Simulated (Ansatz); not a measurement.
# Al: the cost of one run

Computed with Ansatz 0.2.0 (DFT PBE, scalar-relativistic, plane waves, PAW, unless a step's input says otherwise).

This is Al in the hcp structure; at room conditions it is fcc.

## 1. The starting structure

Symmetry: P6_3/mmc, No. 194, hexagonal system. The conventional cell has a = 2.851 Å, b = 2.851 Å, c = 4.729 Å, α = 90.00°, β = 90.00°, γ = 120.00°. Al (site symmetry -6m2) has 12 Al at 2.85 to 2.88 Å as nearest neighbours.

As a file:

```
Al
1.0
     1.42486   -2.46901    0.04134
     1.42486    2.46901    0.04134
    -0.13722    0.00000    4.72719
Al
2
Direct
  0.66667 0.33333 0.75000
  0.33333 0.66667 0.25000
```

The cell was relaxed beforehand at this level, from a generated guess; it needn't be the stable form of this composition. At a tolerance of 0.05 Å it has space group P6_3/mmc (No. 194); it has 16.64 Å³/atom, an uncorrected energy of +0.03 eV/atom over the standard state.

## 2. Electronic structure at the relaxed geometry

Contents of input.yaml:

```yaml
crystal:
  lattice:
    - [1.4248558297, -2.4690075284, 0.041344843]
    - [1.4248558297, 2.4690075284, 0.041344843]
    - [-0.1372169638, 0.0, 4.7271913602]
  atoms:
    - { symbol: Al, position: [0.6666707113, 0.3333292887, 0.75] }
    - { symbol: Al, position: [0.3333292887, 0.6666707113, 0.25] }
basis:
  ecutwfc: 420
kpoints:
  mp_grid: { grid: [22, 22, 12] }
  band_path:
    path:
      - [[0.0, 0.0, 0.0], [-4.67e-06, 0.50000117, -8.54e-06], [-0.33334033, 0.66667133, -5.69e-06], [0.0, 0.0, 0.0], [0.0, 0.0, 0.5], [-4.67e-06, 0.50000117, 0.49999146], [-0.33334033, 0.66667133, 0.49999431], [0.0, 0.0, 0.5]]
      - [[-4.67e-06, 0.50000117, 0.49999146], [-4.67e-06, 0.50000117, -8.54e-06]]
      - [[-0.33334033, 0.66667133, 0.49999431], [-0.33334033, 0.66667133, -5.69e-06]]
    npoints: 14
hamiltonian:
  xc: pbe
scf:
  occupations: { method: gaussian, width: 0.1 }
  n_extra_bands: 6
output:
  forces: true
  stress: true
  eigenvalues: true
  populations: true
  dos: { projected: true, de: 0.02, nscf_kmesh: { grid: [27, 27, 15] } }
  bader: true
  write_density: true
  write_potential: true
  elf: true
  volumetric_format: npy
```

On the command line:

```
> ansatz run input.yaml --threads 1 --pin off --max-ram 2560MiB --backend cpu --events-out ev --progress --plain --runs-dir out
```

Q: Estimate wall time and peak memory on 1 thread of Arm Neoverse V1, shared host.

About 68 s, with a peak of 0.87 GiB.
